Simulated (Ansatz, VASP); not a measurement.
## One calculation of CdF2, two programs

File INCAR:

```
SYSTEM = CdF2
PREC     = Accurate       ! precision mode
ENCUT    = 520            ! plane-wave cutoff, eV
EDIFF    = 1E-6           ! SCF threshold, eV
ISMEAR   = 0              ! smearing method
SIGMA    = 0.05           ! smearing width, eV
LREAL    = .FALSE.        ! projectors in reciprocal space
LASPH    = .TRUE.         ! aspherical terms in the spheres
NELM     = 60             ! most SCF steps
ALGO     = Normal         ! electronic algorithm
ISIF     = 2              ! what is computed and relaxed
LWAVE    = .FALSE.        ! write WAVECAR
LCHARG   = .FALSE.        ! write CHGCAR
GGA      = PS             ! functional
IVDW     = 12             ! dispersion correction
NBANDS   = 20             ! bands
```

KPOINTS

```
Automatic mesh
0
G
  8 8 8
  0 0 0
```

The input POSCAR:

```
CdF2
1.0
    0.0000000000      2.6598329704      2.6598329704
    2.6598329704      0.0000000000      2.6598329704
    2.6598329704      2.6598329704      0.0000000000
Cd F
1 2
Direct
    0.0000000000      0.0000000000      0.0000000000
    0.2500000000      0.2500000000      0.2500000000
    0.7500000000      0.7500000000      0.7500000000
```

Input for Ansatz:

```yaml
crystal:
  lattice:
    - [0.0, 2.6598329704, 2.6598329704]
    - [2.6598329704, 0.0, 2.6598329704]
    - [2.6598329704, 2.6598329704, 0.0]
  atoms:
    - { symbol: Cd, position: [0.0, 0.0, 0.0] }
    - { symbol: F, position: [0.25, 0.25, 0.25] }
    - { symbol: F, position: [0.75, 0.75, 0.75] }
basis:
  ecutwfc: 420
  ecutrho_ratio: 4
kpoints:
  mp_grid: { grid: [8, 8, 8] }
hamiltonian:
  xc: pbesol
  dispersion: d3bj
scf:
  occupations: { method: gaussian, width: 0.05 }
output:
  forces: true
  stress: true
  eigenvalues: true
```

Alike in both runs: task single point; functional PBEsol; dispersion D3(BJ); k mesh 8 × 8 × 8; occupations gaussian, width 0.05 eV; no spin polarisation.

```csv
,VASP,Ansatz
version,VASP 6.6.1,Ansatz 0.2.0
potentials or method,"VASP PAW PBE potentials, release 64 (Cd, F)","scalar-relativistic, plane waves, PAW"
plane-wave cutoff (eV),520,420
valence electrons in the cell,26,34
```

```csv
,VASP,Ansatz,Ansatz less VASP
gap on the k mesh at the Fermi level (eV),3.03,3.07,+0.035
least direct gap on the mesh (eV),3.47,3.51,+0.034
pressure (GPa),3.4,2.4,-0.99
dispersion energy (meV/atom),-142.2,-142.2,-0.04
```

The two sets of potentials don't hold the same shells in valence.

Caveats: the PAW data sets were made with another functional, which shifts forces and pressure a little (VASP). A k mesh can miss the band edges. As with any semilocal functional, this PBEsol gap is likely too small.
